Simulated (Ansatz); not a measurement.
From barrier to diffusion: H in TiAl

Method: DFT PBE, scalar-relativistic, plane waves, PAW (Ansatz 0.2.0). Settings: 420 eV cutoff, 4×4×4 k-mesh, shifted by half a step, Gaussian smearing of 0.10 eV, no spin polarisation.

Host crystal, relaxed:

```
Ti Al
1.0
     2.82164    0.00000    0.00000
     0.00000    2.82164    0.00000
     0.00000    0.00000    4.07827
Ti Al
1 1
Direct
  0.50000 0.50000 0.50000
  0.00000 0.00000 0.00000
```

In a supercell of 16 host sites, interstitial H hops to an equivalent place, moving 2.82 Å. Climbing-image nudged elastic band at fixed cell; the order of the saddle wasn't checked, and the small cell leaves errors of about a tenth of an eV. Zero-point motion and tunnelling, which matter for H, are left out.

```csv
image,path (Å),E − E(0) (eV)
0,0.00,0.000
1,0.78,0.421
2,1.56,0.365
3,2.34,0.503
4,3.38,0.000
```

Q: What are the barriers forward and back, and what attempt frequency does the shape suggest?

A: Forward 0.50 eV, back 0.50 eV, the ends being level. For a sinusoidal profile E_b sin²(πx/l), with the H atom alone moving, ν = (1/l)√(E_b/2m) = 1.7×10¹³ s⁻¹, within an order of magnitude of the customary 10¹³ s⁻¹; a true prefactor needs the vibrations at the minimum and at the saddle.

Q: With ν = 10¹³ s⁻¹, give the forward jump rate along this one path, the wait 1/k for that jump, the diffusivity D ≈ l²k and the distance √(Dt) covered in an hour at 300, 600 and 1000 K, taking the host as solid throughout.

A: k = ν exp(−E_b/k_BT):
| T (K) | k (1/s) | wait (s) | D (cm²/s) | √(Dt) in 1 h (nm) |
| --- | --- | --- | --- | --- |
| 300 | 3.5×10⁴ | 2.9×10⁻⁵ | 2.8×10⁻¹¹ | 3163 |
| 600 | 5.9×10⁸ | 1.7×10⁻⁹ | 4.7×10⁻⁷ | 4.1×10⁵ |
| 1000 | 2.9×10¹⁰ | 3.4×10⁻¹¹ | 2.3×10⁻⁵ | 2.9×10⁶ |

D = l²k holds for six equivalent jumps in three dimensions (z l²k/6) and is a scale otherwise. Long-range transport needs a connected net of such jumps, and traps slow it. D is that of an interstitial already there. An error of 0.1 eV in the barrier changes k by a factor of 48 at 300 K and 3.2 at 1000 K.

Cost: 1 run of about 19 core-minutes, on Intel Xeon 6975P-C (Granite Rapids) (shared hosts).